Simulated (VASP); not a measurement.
A run of VASP 6.6.1 is set up as follows.

File INCAR:

```
PREC = Accurate
ENCUT = 520
EDIFF = 1E-7
ISMEAR = -1
SIGMA = 0.03
LREAL = F
LASPH = T
NELM = 80
ALGO = Normal
ISIF = 2
LWAVE = F
LCHARG = F
GGA = PS
NBANDS = 17
```

Contents of KPOINTS:

```
Automatic mesh
0
Gamma
  10 10 10
```

Contents of POSCAR:

```
TePb
1.0
    0.0000000000      3.2270000000      3.2270000000
    3.2270000000      0.0000000000      3.2270000000
    3.2270000000      3.2270000000      0.0000000000
Te Pb
1 1
Direct
    0.5000000000      0.5000000000      0.5000000000
    0.0000000000      0.0000000000      0.0000000000
```

Potentials or basis: VASP PAW PBE potentials, release 64 (Te, Pb_d).

Launch:

```sh
$ cat potpaw_PBE.64/Te/POTCAR potpaw_PBE.64/Pb_d/POTCAR > POTCAR
$ mpirun -np 1 vasp_std > vasp.out
```

Question: What does it give for the pressure?

Answer: -0.3 GPa.

Question: Estimate the band gap on the k mesh.

Answer: 0.66 eV.

Caveat: the PAW data sets were made with another functional, which shifts forces and pressure a little; spin-orbit coupling is left out, which moves the levels of the heavy elements.

**Measured values to compare with.**

A printed reference work, monograph reports, for a bulk crystal of TePb at 4.2 K: band gap 0.19 eV (direct).

A measured gap of TePb is 0.19 eV (direct; 4.2 K; a printed reference work, monograph); the calculated 0.66 eV misses it by +0.47 eV. Spin-orbit coupling on Pb, Te is left out. The value is that of PBEsol on a finite k mesh, which can miss the band edges, without temperature or zero-point motion.
